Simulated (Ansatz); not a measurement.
# ZnSiP2: the cost of one run

Method: DFT PBE, scalar-relativistic, plane waves, PAW, in Ansatz 0.2.0.

1 further run of the same task is left out (set aside as unsound or not needed).

## 1. The starting structure

It takes space group I-42d (No. 122, tetragonal). Conventional cell: a = 5.418 Å, b = 5.418 Å, c = 10.538 Å, α = 90.00°, β = 90.00°, γ = 90.00°. Around Zn (site symmetry -4) lie 4 P at 2.38 Å. Si (site symmetry -4) has 4 P at 2.27 Å in its first shell of neighbours. P (site symmetry 2) has 2 Si at 2.27 Å and 2 Zn at 2.38 Å in its first shell of neighbours.

Coordinates:

```
CELL_PARAMETERS angstrom
-2.70891 2.70891 5.26882
2.70891 -2.70891 5.26882
2.70891 2.70891 -5.26882
ATOMIC_POSITIONS crystal
Zn 0.00000 0.00000 0.00000
Zn 0.75000 0.25000 0.50000
Si 0.50000 0.50000 0.00000
Si 0.25000 0.75000 0.50000
P 0.37500 0.39225 0.51725
P 0.87500 0.85775 0.48275
P 0.60775 0.12500 0.98275
P 0.14225 0.62500 0.01725
```

It goes back to an entry of the Materials Project.

It is the result of an earlier relaxation at this level (volume 19.33 Å³/atom; gap on the mesh: 1.36 eV).

## 2. Bands, states and charges

input.yaml reads:

```yaml
crystal:
  lattice:
    - [-2.7089149145, 2.7089149145, 5.2688227675]
    - [2.7089149145, -2.7089149145, 5.2688227675]
    - [2.7089149145, 2.7089149145, -5.2688227675]
  atoms:
    - { symbol: Zn, position: [0.0, 0.0, 0.0] }
    - { symbol: Zn, position: [0.75, 0.25, 0.5] }
    - { symbol: Si, position: [0.5, 0.5, 0.0] }
    - { symbol: Si, position: [0.25, 0.75, 0.5] }
    - { symbol: P, position: [0.375, 0.392248443, 0.517248443] }
    - { symbol: P, position: [0.875, 0.857751557, 0.482751557] }
    - { symbol: P, position: [0.607751557, 0.125, 0.982751557] }
    - { symbol: P, position: [0.142248443, 0.625, 0.017248443] }
basis:
  ecutwfc: 420
kpoints:
  mp_grid: { grid: [8, 8, 8] }
  band_path:
    path:
      - [[0.0, 0.0, 0.0], [0.0, 0.0, 0.5], [0.25, 0.25, 0.25], [0.0, 0.5, 0.0], [0.0, 0.0, 0.0], [0.5, 0.5, -0.5], [0.3160851, 0.6839149, -0.3160851]]
      - [[-0.3160851, 0.3160851, 0.3160851], [0.0, 0.0, 0.0]]
      - [[0.0, 0.0, 0.5], [-0.1321702, 0.1321702, 0.5]]
      - [[0.5, 0.5, -0.1321702], [0.5, 0.5, -0.5]]
    npoints: 14
hamiltonian:
  xc: pbe
scf:
  occupations: { method: gaussian, width: 0.02 }
  n_extra_bands: 20
output:
  forces: true
  stress: true
  eigenvalues: true
  populations: true
  dos: { projected: true, de: 0.02, nscf_kmesh: { grid: [12, 12, 12] } }
  bader: true
  write_density: true
  write_potential: true
  elf: true
  volumetric_format: npy
```

Command:

```sh
> ansatz run input.yaml --threads 2 --pin off --max-ram 5120MiB --backend cpu --events-out ev --progress --plain --runs-dir out
```

What time and memory should one allow on 2 threads of Arm Neoverse V1, shared host?

About 2.9 min, with a peak of 0.93 GiB.
